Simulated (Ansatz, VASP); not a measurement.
**One calculation of NaCl, two programs**

```xyz
2
Lattice="2.8600 0.0000 0.0000 0.0000 2.8600 0.0000 0.0000 0.0000 2.8600" Properties=species:S:1:pos:R:3 pbc="T T T"
Na    0.0000    0.0000    0.0000
Cl    1.4300    1.4300    1.4300
```

Measurements of this composition are mostly on another form, of space group No. 225.

Alike in both runs: task single point; functional PBE; k mesh 5 × 5 × 5; no spin polarisation.

|  | VASP | Ansatz |
| --- | --- | --- |
| version | VASP 6.6.1 | Ansatz 0.2.0 |
| potentials or method | VASP PAW PBE potentials, release 64 (Na_pv, Cl) | plane waves, PAW |
| plane-wave cutoff (eV) | 520 | 510 |
| occupations | gaussian, width 0.01 eV | fixed |
| valence electrons in the cell | 14 | 16 |

VASP gave:

```
gap on the k mesh at the Fermi level (eV) : 5.51
```

Q: What did Ansatz give for the same quantities?

A: gap on the k mesh at the Fermi level (eV): 5.45.

The two sets of potentials don't hold the same shells in valence.

Caveats: the k mesh is coarse (spacing up to 0.44 Å⁻¹), so the values aren't converged; an odd mesh through Γ misses points on the zone boundary, where band edges often lie. PBE gaps usually lie below the measured ones, often by a third to a half.
